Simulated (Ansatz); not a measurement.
α-phase Li₃N, relaxed in Ansatz (plane waves) with several semilocal functionals. Each gives its own volume and its own bulk modulus:

| level | V0 (Å³/atom) | bulk modulus (GPa) | ln V0 | ln B0 |
|---|---|---|---|---|
| LDA | 10.291 | 60.90 | 2.3313 | 4.1092 |
| PBEsol | 10.830 | 54.64 | 2.3823 | 4.0008 |
| PBE | 11.052 | 53.11 | 2.4026 | 3.9724 |

Question: Fit a straight line to ln B0 against ln V0. What does it predict for r²SCAN, whose volume is 10.878 Å³/atom?

Answer: With x = ln V0 and y = ln B0: means 2.37207 and 4.02747; Σ(Δx Δy) = -0.005286, Σ(Δx²) = 0.002699, so the slope is -1.96. At x = 2.3867 the line gives y = 4.02747 + (-1.96) × (2.3867 − 2.37207) = 3.9988, or 54.53 GPa. The run with r²SCAN gives 56.23 GPa, +3.1 % from the line. The rows used scatter about it by up to 0.7 %, while the largest value lies 15 % above the smallest. For comparison, PBE's own equation of state has B′ = 3.8, the slope −d ln B/d ln V at a fixed functional; the two needn't agree, since functionals also differ at one volume.

Ansatz's density-functional and Hartree–Fock values are scalar-relativistic unless marked +SOC, with PAW data made under PBE.

Ansatz is an electronic-structure program.
